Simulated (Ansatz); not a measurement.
## GaN and the effect of the pressure

The cell as given:

The structure is cubic, space group F-43m (No. 216). The conventional cell has a = 4.507 Å, b = 4.507 Å, c = 4.507 Å, α = 90.00°, β = 90.00°, γ = 90.00°. Around Ga (site symmetry -43m) lie 4 N at 1.95 Å. Around N (site symmetry -43m) lie 4 Ga at 1.95 Å.

The cell is a database's computed one, not the measured one.

Kept alike: task relaxation of cell and atoms; functional PBEsol; k mesh 10 × 10 × 10; occupations fermi-dirac, width 0.05 eV; no spin polarisation. Program: Ansatz, all-electron LAPW, scalar-relativistic. The mesh is that of the run's cell of 2 atoms. No spin-orbit coupling.

```csv
"pressure, P (GPa)",band gap (eV),volume (Å³/atom)
0,1.719,11.375
5,1.878,11.093
10,2.023,10.844
20,2.275,10.422
30,2.494,10.068
```

Gaps hold for each row's own relaxed cell. The relaxations keep at least the cell's symmetry (F-43m). The runs follow the start's structure, whether or not it is the stable one at these pressures. P is the pressure aimed at, which the runs meet within some hundredths to tenths of a GPa. A gap read on the mesh alone can miss an edge between its points.

The band gap rises from 1.719 to 2.494 eV between 0 and 30 GPa. The volume falls from 11.375 to 10.068 Å³/atom between 0 and 30 GPa. The volume falls ever more slowly, since the solid stiffens under load. At the pressures aimed at, which the runs meet within some tenths of a GPa, the step from 0 to 5 GPa gives a mean bulk modulus near 199 GPa, the last step 289 GPa.

The gap widens at every step of compression, but each added gigapascal counts for less. Measured against the relative change in volume, the opening is nearly constant, so the flattening with pressure reflects the stiffening lattice rather than a weakening response of the band edges. This near-constant deformation potential also suggests that the same pair of band edges sets the gap throughout.

In zincblende GaN the conduction-band minimum at the zone centre is an antibonding state of mainly Ga and N s character, while the valence-band top is mostly N 2p. Shorter bonds strengthen the s–s interaction and push the antibonding level up faster than the valence edge, which opens the gap.

The zero-pressure value of 1.719 eV lies far below the measured gap, as expected of a semilocal functional, which lacks the derivative discontinuity and places the Ga 3d states too high, so that p–d repulsion raises the valence edge. The pressure trend is probably more reliable than the absolute gaps, though gaps alone don't show how much each edge moves.
